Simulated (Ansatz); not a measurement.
The system is Si2Mo.

```
Mo Si
1.0
    -1.60000    1.60000    3.93050
     1.60000   -1.60000    3.93050
     1.60000    1.60000   -3.93050
Mo Si
1 2
Cartesian
  0.0000 0.0000 0.0000
  0.0000 0.0000 5.2433
  0.0000 0.0000 2.6177
```

* Program: Ansatz 0.2.0
* Task: relaxation of cell and atoms
* Functional: r2SCAN
* Potentials or basis: Ansatz PAW
* Cutoff: 500 eV (not typed: the program's choice for these potentials)
* k mesh: 12 × 12 × 12
* Occupations: fermi-dirac, width 0.05 eV
* Spin: no spin polarisation

At the start: volume 13.42 Å³/atom.

Q: Where does the relaxation end?

A: It ends after 5 steps and the volume is 13.36 Å³/atom (-0.4 %); space group I4/mmm (No. 139, to 0.05 Å).

Step by step:
| step | energy change (eV) | largest force (eV/Å) | volume (Å³) |
| --- | --- | --- | --- |
| 1 | 0.0000 | 0.3566 | 40.25 |
| 2 | -0.0082 | 0.0464 | 39.97 |
| 3 | -0.0088 | 0.0056 | 40.06 |
| 4 | -0.0088 | 0.0001 | 40.08 |
| 5 | -0.0088 | 0.0000 | 40.08 |

Final structure:
```yaml
crystal:
  lattice:
    - [-1.60093, 1.60093, 3.90932]
    - [1.60093, -1.60093, 3.90932]
    - [1.60093, 1.60093, -3.90932]
  atoms:
    - { symbol: Mo, position: [0.00000, 0.00000, 0.00000] }
    - { symbol: Si, position: [0.66466, 0.66466, 0.00000] }
    - { symbol: Si, position: [0.33534, 0.33534, 0.00000] }
```

Caveat: the plane-wave basis is chosen anew once the cell has moved, so the energies of steps on either side of that aren't comparable; the PAW data sets come from PBE, with cores solved anew for the run's functional, which leaves a small shift of forces and pressure.
